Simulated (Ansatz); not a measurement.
# BN in Ansatz: reference runs

Reference runs on BN: the cell as given.

All numbers are computed with Ansatz 0.2.0; they aren't measurements. Logs are shortened: lines on timing, memory, paths and dates and some standing lists are left out, and cuts for length are marked.

**1. The cell of the first run**

The cell holds a slab with vacuum, 8 atoms: a = 2.502 Å, b = 2.502 Å, c = 25.486 Å, α = 90.00°, β = 90.00°, γ = 60.04°.

**2. Single point, PBE (the (0 1 0) slab of BN, cut from the database cell, not relaxed)**

input.yaml

```yaml
crystal:
  lattice:
    - [2.5017062525, 0.0, 0.0]
    - [1.2492946936, 2.1674401819, 0.0]
    - [0.0, 0.0, 25.48594749]
  atoms:
    - { symbol: B, position: [0.49995135, 0.49995135, 0.2942798184] }
    - { symbol: "N", position: [0.83334866, 0.83334866, 0.2942798184] }
    - { symbol: B, position: [0.99995135, 0.99995135, 0.4314266061] }
    - { symbol: "N", position: [0.33334866, 0.33334866, 0.4314266061] }
    - { symbol: B, position: [0.49995135, 0.49995135, 0.5685733939] }
    - { symbol: "N", position: [0.83334866, 0.83334866, 0.5685733939] }
    - { symbol: B, position: [0.99995135, 0.99995135, 0.7057201816] }
    - { symbol: "N", position: [0.33334866, 0.33334866, 0.7057201816] }
hamiltonian:
  xc: pbe
  pseudopotentials: { kind: paw }
kpoints:
  mp_grid: { grid: [12, 12, 1] }
scf:
  occupations: { method: fermi_dirac, width: 0.05 }
output:
  forces: true
  eigenvalues: true
  write_density: true
  write_potential: true
  elf: true
  volumetric_format: npy
efield:
  axis: 3
  dipole_correction: true
  ramp_width: 0.04
```

Potentials or basis: Ansatz PAW.

Launch:

```sh
$ ansatz run input.yaml --threads 4 --pin off --max-ram 11264MiB --backend cpu --events-out ev --progress --plain --runs-dir out
```

Output:

```text
Warning: RAYON_NUM_THREADS=4 ignored (pool sized by the plan → 4); use --threads N
Engine: ansatz 0.2.0, aarch64-unknown-linux-gnu
Pseudopotentials: kind: paw
Pseudopotential: B, paw, valence charge 3, recommended cutoff 420 eV (normal), B.paw.azcp
Pseudopotential: N, paw, valence charge 5, recommended cutoff 420 eV (normal), N.paw.azcp
Functional definition: PBE
  parameter kappa = 0.804
  parameter beta = 0.06672455060314922
  exchange = pbe_x(kappa = kappa, mu = beta*pi^2/3)
  correlation = pbe_c(beta = beta)
Crystal: 8 atoms, lattice volume = 138.192 Å³
Basis set: ecut = 420 eV, 2679 PW (Γ), exchange–correlation on 36×36×360 points (8 copies of the dense FFT grid, shifted against one another)
Bands: 24, of which v1, the nominal top of the filled ones, is band 16 counted from 1 (15 counted from 0)
Symmetry: 2 space group operations
k-points: 43 of 144 (time reversal used)
Non-local potential: B, projectors of the file, l = 0: 2, l = 1: 2, l = 2: 1
Non-local potential: N, projectors of the file, l = 0: 2, l = 1: 2, l = 2: 1
PAW form: soft (Blöchl's): semilocal exchange-correlation on the pseudo side does not see the compensation charge
PAW one-centre angular grid: B, 110 points (default); XC on 64 Gauss nodes
PAW one-centre angular grid: N, 110 points (default); XC on 64 Gauss nodes
Initial density: superposition of atomic densities (neutral atoms: chi_scale 0, normalization atom), corrected by the library's trained network
Initial wavefunctions: pseudopotential atomic-orbital guess
Functional: x = pbe(κ = 0.804, μ = 0.2195149727645171), c = pbe(β = 0.06672455060314922)
SCF iter   1: F=—  HF=-2169.664396 eV  |F-HF|=—  |Δ(HF+E_count)|=         —  Δρ=1.89e-3  dr2=5.34e-3  ethr=1.77e-3  p=0.000 e·Å  D=9.75e-15 V/Å  ΔV_dip=-0.00 eV  dr2_dipole=4.73e-12  V_vac-E_F(+/−)=3.34/3.34 eV  ⟨swp⟩=7.7  Hψ=6029  notcnv=0
efield: sawtooth ramp at fractional position 0.9800 (placed from the atoms, in the widest stretch of the axis that holds none; the zero of the levels goes with the place), width 0.0400; the density the first Hamiltonian is built on has a dipole p = 0.000 e·Å; the dipole correction subtracts the counter field D = 9.75e-15 V/Å, which shifts the + side's vacuum level by -0.00 eV against the − side's; the planar-averaged density in the ramp window peaks in size at 1.2e-4 e/Å³
preconditioner: auto → none  [insulator: Δε(μ)=3.982 eV  Ē_g=15.059 eV  σ=0.050 eV  W_gap=1.00  n_scr=16 (ndim 8)  ℏωp=17.9 eV  f_vac=0.454  D(μ)=0.00/eV (n_scr^D=0)  ε∞_Penn≈2.4]
SCF iter   2: F=—  HF=-2169.667100 eV  |F-HF|=—  |Δ(HF+E_count)|=   2.70e-3  Δρ=9.40e-4  dr2=1.46e-3  ethr=1.67e-5  p=0.000 e·Å  D=1.76e-6 V/Å  ΔV_dip=-0.00 eV  dr2_dipole=1.77e-10  V_vac-E_F(+/−)=3.71/3.71 eV  ⟨swp⟩=2.3  Hψ=2128  notcnv=0  defer=125
SCF iter   3: F=—  HF=-2169.667250 eV  |F-HF|=—  |Δ(HF+E_count)|=   1.51e-4  Δρ=5.80e-4  dr2=1.50e-4  ethr=4.56e-6  p=-0.000 e·Å  D=-5.36e-6 V/Å  ΔV_dip=0.00 eV  dr2_dipole=4.77e-11  V_vac-E_F(+/−)=3.64/3.64 eV  ⟨swp⟩=2.0  Hψ=1306  notcnv=0  defer=125
SCF iter   4: F=—  HF=-2169.667710 eV  |F-HF|=—  |Δ(HF+E_count)|=   4.60e-4  Δρ=1.39e-4  dr2=1.96e-5  ethr=4.69e-7  p=0.000 e·Å  D=6.68e-6 V/Å  ΔV_dip=-0.00 eV  dr2_dipole=1.27e-10  V_vac-E_F(+/−)=3.71/3.71 eV  ⟨swp⟩=2.1  Hψ=1501  notcnv=0  defer=125
SCF iter   5: F=—  HF=-2169.667722 eV  |F-HF|=—  |Δ(HF+E_count)|=   1.20e-5  Δρ=3.02e-5  dr2=8.61e-7  ethr=6.12e-8  p=0.000 e·Å  D=6.78e-8 V/Å  ΔV_dip=-0.00 eV  dr2_dipole=9.26e-13  V_vac-E_F(+/−)=3.71/3.71 eV  ⟨swp⟩=2.0  Hψ=1604  notcnv=0  defer=129
iter 6 met the thresholds in force, and the SCF goes on: an eigenvalue changes by 68.18 meV, over its tolerance of 10.00 meV (output.eigenvalues, Limitations)
SCF iter   6: F=-2169.667724 eV  HF=-2169.667723 eV  |F-HF|=6.60e-7  |Δ(HF+E_count)|=   7.93e-7  Δρ=1.10e-5  dr2=8.87e-8  ethr=3.13e-10  p=0.000 e·Å  D=9.46e-7 V/Å  ΔV_dip=-0.00 eV  dr2_dipole=2.56e-12  V_vac-E_F(+/−)=3.71/3.71 eV  ⟨swp⟩=16.7  Hψ=8854  notcnv=0
iter 7 met the thresholds in force, and the SCF goes on: an eigenvalue changes by 56.24 meV, over its tolerance of 10.00 meV (output.eigenvalues, Limitations)
SCF iter   7: F=-2169.667724 eV  HF=-2169.667724 eV  |F-HF|=2.05e-7  |Δ(HF+E_count)|=   4.77e-7  Δρ=4.41e-6  dr2=2.89e-8  ethr=2.77e-10  p=-0.000 e·Å  D=-8.06e-7 V/Å  ΔV_dip=0.00 eV  dr2_dipole=2.76e-12  V_vac-E_F(+/−)=3.71/3.71 eV  ⟨swp⟩=11.0  Hψ=7599  notcnv=0
Mixer restart at iter 7: flushing history
SCF iter   8: F=-2169.667724 eV  HF=-2169.667724 eV  |F-HF|=7.81e-8  |Δ(HF+E_count)|=   2.49e-7  Δρ=4.85e-6  dr2=8.91e-8  ethr=9.04e-11  p=0.000 e·Å  D=1.88e-6 V/Å  ΔV_dip=-0.00 eV  dr2_dipole=1.45e-11  V_vac-E_F(+/−)=3.71/3.71 eV  ⟨swp⟩=11.2  Hψ=7767  notcnv=0
SCF 1 converged in 8 iterations: F = -2169.667724 eV  dr2 = 8.91e-8
WARN: The output density's exchange-correlation potential varies sharply where the density is thin. Do not read a vacuum level from v_tot or v_xc, or from such a field of the output density. On a cell that repeats whose density bears no net charge and no dipole along the vacuum's axis use v_es (v_loc + v_h of the components); under efield.dipole_correction with no amplitude use v_es + v_field, which holds any external_charges[].barrier, or the levels of the report's work_function block, which leave it out; under a non-zero efield.amplitude the vacuum is tilted and has no level; on a cell that repeats and bears such a dipole with no correction it is tilted too, and efield.dipole_correction with no amplitude gives each side of its ramp a level where efield: is served; in a cell that repeats whose density bears a net charge (total_charge, or a fill off its count) it is curved and has none; of a slab under crystal.periodic whose density bears no net charge use v_es, which has a level on each side, short of where the two are joined; of another it falls or rises all the way out and has none; of a slab beside external_charges read slab_vacuum_level instead, which it has where they leave it neutral. The grid or the basis barely resolves most such structure, and the values can differ between equally converged runs; as a rule a tighter scf.convergence.dr2_threshold does not remove it. Where the density itself ripples (under the LDA too) a higher basis.ecutwfc lessens it. The files hold the spikes' plane waves up to the density's cutoff. Files: v_tot_of_output_density and the like, and their columns of v_z.tsv (output.write_potential); v_xc_of_output_density and the like, and their columns of v_comp_z.tsv (output.write_potential_components). Measured: with its Gaussian average of σ = 0.25 Å subtracted twice, the exchange-correlation potential is over 0.1 eV at 70 of the grid points where the equally averaged density (valence and model cores) is under 1e-3 e/Å³, and 0.171 eV at the most among them, at an averaged density of 2.3e-7 e/Å³. The input density's (outcome.potential() and, of a run that writes arrays, v_tot and v_xc) is over 0.1 eV, so measured, at 68 points of its own thin density, 0.168 eV at the most. See output.write_potential in the manual, Limitations
SCF converged after 8 iterations
an eigenvalue changed by more than its tolerance at an iteration that met the thresholds in force, so the SCF went on 2 times, its first undamped step at iteration 7: the last check found none over its tolerance
Free energy (F): -2169.667724 eV
Harris-Foulkes:  -2169.667724 eV  (|F-HF|=7.81e-8)
Internal energy: -2169.667724 eV  (E = F + TS)
E sigma→0 (E₀):  -2169.667724 eV
Fermi energy:    1.810031 eV
Dipole field:    D = -0.000004 V/Å  (p = -0.000003 e·Å, saw-weighted, corrected)
Work function:   Φ+ = 3.7138 eV   Φ− = 3.7137 eV
Levels:          The Fermi level and band energies are counted from a zero that moves with the ramp; work functions are not
--- Per-component energies (eV) ---
  E_band       = -238.099818
  E_kinetic    = 733.742961
  E_local      = -17261.352928  (includes V_loc(G=0)·N_el)
  E_nonlocal   = 231.370937
  E_hartree    = 8303.506582
  E_xc         = -368.758803
  E_vxc        = -457.455871  (∫ρ·V_xc dr)
  E_paw        = -827.317373  (= ΣΔE_a)
  E_vpaw       = -91.417920  (= ΣTr[D̂ρ^β])
  E_aug_tail   = 0.000398  (compensation charges beyond the density's cutoff)
  E_efield     = 0.000000  (sawtooth field / dipole correction)
  E_vefield    = 0.000000  (∫n·V_field dr)
  E_ewald      = 7019.140503
  E_smearing   = -0.000000  (= −TS)
  E_closure    = 0.000000  (closes the sum)
  Σ components = -2169.667724   (vs F -2169.667724, Δ=0.00e0)
--- Forces (eV/Å), atoms counted from 1 ---
  atom   1  B     -0.00375781    -0.00217138    -0.02176746
  atom   2  N      0.00378511     0.00218715    -0.03717174
  atom   3  B     -0.00835219    -0.00482614    -0.00023988
  atom   4  N      0.00832483     0.00481034     0.00025180
  atom   5  B     -0.00835216    -0.00482613     0.00023566
  atom   6  N      0.00832465     0.00481023    -0.00022367
  atom   7  B     -0.00375764    -0.00217128     0.02176661
  atom   8  N      0.00378475     0.00218694     0.03716874
  max |Σ_I F_I| component: 2.01e-5 eV/Å
--- Band table (eV; the first three rows and the last of 43) ---
  k-point 0: bands = ["-18.0616", "-18.0086", "-17.9477", "-17.9031", "-6.1941", "-5.8190", "-5.3208", "-4.8794", "-1.6497", "-1.6402", "-1.6346", "-1.6311", "-1.6308", "-1.6280", "-1.6231", "-1.6230", "4.4976", "4.7141", "5.4071", "6.1725", "6.4926", "7.7734", "8.1359", "9.3639"]
  k-point 1: bands = ["-17.9266", "-17.8745", "-17.8145", "-17.7707", "-6.0085", "-5.6372", "-5.1442", "-4.7075", "-2.2022", "-2.1966", "-2.1902", "-2.1895", "-1.8935", "-1.8934", "-1.8846", "-1.8845", "4.7328", "4.9394", "5.6302", "6.3870", "6.7048", "7.9496", "8.2973", "9.4462"]
  k-point 2: bands = ["-17.5289", "-17.4792", "-17.4223", "-17.3810", "-5.4597", "-5.1013", "-4.6266", "-4.2052", "-3.6136", "-3.6034", "-3.6016", "-3.5957", "-2.5243", "-2.5242", "-2.5152", "-2.5152", "5.3934", "5.5844", "6.2484", "7.0023", "7.2606", "8.3983", "8.5615", "9.6353"]
  k-point 42: bands = ["-14.9271", "-14.8977", "-14.8655", "-14.8441", "-9.2751", "-9.2240", "-9.1659", "-9.1240", "-4.4670", "-4.4537", "-4.4403", "-4.4342", "-1.5854", "-1.3556", "-1.0675", "-0.8304", "3.7874", "4.2033", "4.7783", "5.3204", "9.2756", "9.4538", "9.6036", "9.6724"]
```

Wall time 5.5 s (4 threads of Arm Neoverse V2, shared host); peak memory 0.44 GiB.

What came out:

```yaml
Free_energy: -2169.6677 eV
Largest_force: 0.037 eV/Å
Band_gap_on_the_k_mesh: 4.01 eV, indirect (least direct gap 4.37 eV)
Work_function_of_the_upper_face: 3.71 eV
Work_function_of_the_lower_face: 3.71 eV
Dipole_across_the_slab: 0.000 e·Å
```

Forces in eV/Å, atoms in the order of the input:
```
B   -0.004 -0.002 -0.022
N    0.004  0.002 -0.037
B   -0.008 -0.005  0.000
N    0.008  0.005  0.000
B   -0.008 -0.005  0.000
N    0.008  0.005  0.000
B   -0.004 -0.002  0.022
N    0.004  0.002  0.037
```
